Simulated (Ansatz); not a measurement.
SnTe:

```
Te Sn
1.0
     3.90470    0.00000    0.00000
     0.00000    3.90470    0.00000
     0.00000    0.00000    3.90470
Te Sn
1 1
Direct
  0.50000 0.50000 0.50000
  0.00000 0.00000 0.00000
```

Measurements of this composition are mostly on another form, of space group No. 225.

| Property | Result |
| --- | --- |
| Program | Ansatz 0.2.0 |
| Task | relaxation of cell and atoms |
| Functional | BLYP |
| Dispersion | D3(BJ) |
| Potentials or basis | Ansatz PAW |
| Cutoff | 420 eV (not typed: the program's choice for these potentials) |
| k mesh | 7 × 7 × 7 |
| Occupations | fermi-dirac, width 0.05 eV |
| Spin | no spin polarisation |

At the start: volume 29.77 Å³/atom.

Where does the relaxation end?

It ends after 4 steps and the volume is 28.80 Å³/atom (-3.3 %); space group Pm-3m (No. 221, to 0.05 Å).

Step by step:
| step | energy change (eV) | largest force (eV/Å) | volume (Å³) |
| --- | --- | --- | --- |
| 1 | 0.0000 | 0.0000 | 59.53 |
| 2 | -0.0044 | 0.0000 | 58.49 |
| 3 | -0.0059 | 0.0000 | 57.59 |
| 4 | -0.0055 | 0.0000 | 57.59 |

Final structure:
```cif
data_structure
_symmetry_space_group_name_H-M 'P 1'
_symmetry_Int_Tables_number 1
_cell_length_a 3.8618
_cell_length_b 3.8618
_cell_length_c 3.8618
_cell_angle_alpha 90.000
_cell_angle_beta 90.000
_cell_angle_gamma 90.000
_cell_volume 57.59
loop_
_atom_site_label
_atom_site_type_symbol
_atom_site_fract_x
_atom_site_fract_y
_atom_site_fract_z
_atom_site_occupancy
Te1 Te 0.50000 0.50000 0.50000 1
Sn1 Sn 0.00000 0.00000 0.00000 1
```

Caveat: the plane-wave basis is chosen anew once the cell has moved, so the energies of steps on either side of that aren't comparable; pairwise dispersion overbinds metals, which lowers pressure and volume; the PAW data sets come from PBE, with cores solved anew for the run's functional, which leaves a small shift of forces and pressure.
